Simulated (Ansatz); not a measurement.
## WS2 under changes of volume

One of the cells (17.744 Å³/atom); the others are scaled copies at fixed shape and fractional positions:

```
W S
1.0
     1.57900    0.91164    6.16333
    -1.57900    0.91164    6.16333
     0.00000   -1.82327    6.16333
W S
1 2
Cartesian
  0.0000 0.0000 0.0000
  0.0000 0.0000 10.7427
  0.0000 0.0000 13.8730
```

Measurements of this composition are mostly on another form, of space group No. 194.

- Program: Ansatz 0.2.0
- Functional: LDA
- Potentials or basis: all-electron LAPW, scalar-relativistic
- Cutoff: 265 eV (chosen from the basis error)
- Basis error allowed: 0.002 eV/atom
- k mesh: 10 × 10 × 10
- Occupations: fermi-dirac, width 0.05 eV
- Spin: no spin polarisation

| volume (Å³/atom) | energy over the lowest point (meV/atom) | pressure (GPa) | gap on the mesh (eV) | largest force (eV/Å) |
| --- | --- | --- | --- | --- |
| 16.679 | ? | ? | ? | ? |
| 17.034 | 3.66 | 3.6 | 0.94 | 0.799 |
| 17.389 | 0.00 | -0.2 | 0.97 | 0.613 |
| 17.744 | 4.31 | -3.6 | 0.99 | 0.585 |
| 18.099 | 15.75 | -6.7 | 1.01 | 0.884 |
| 18.454 | 33.60 | -9.4 | 1.03 | 1.180 |
| 18.809 | 57.18 | -11.8 | 1.04 | 1.453 |

Question: What does the run at 16.679 Å³/atom give?

Answer: Energy over the lowest point 16.21 meV/atom; pressure 7.8 GPa; gap on the mesh 0.91 eV; largest force 1.236 eV/Å.

Worked out: A Birch-Murnaghan fit of order 3 (a polynomial in V^(-2/3)) to the other rows has its minimum at 17.37 Å³/atom with B0 = V·E''(V) = 177 GPa and B' = 4.4 at fixed shape and positions, which overstates the stiffness. It gives 16.21 meV/atom at 16.679 Å³/atom, against the run's 16.21, and -dE/dV = 7.8 GPa, against 7.8. A straight line through the other rows of the gap, of slope 1.01 eV per unit of ln V, extrapolates to 0.92 eV, against the run's 0.91.

Energies are extrapolated to zero smearing.

Caveats: spin-orbit coupling is left out, which moves the levels of the heavy elements; forces of over 1 eV/Å show positions far from the minimum, so gaps and moduli don't describe the material at rest (some runs).

A mesh can miss the band edges.

The runs don't all hold the same shells in valence.
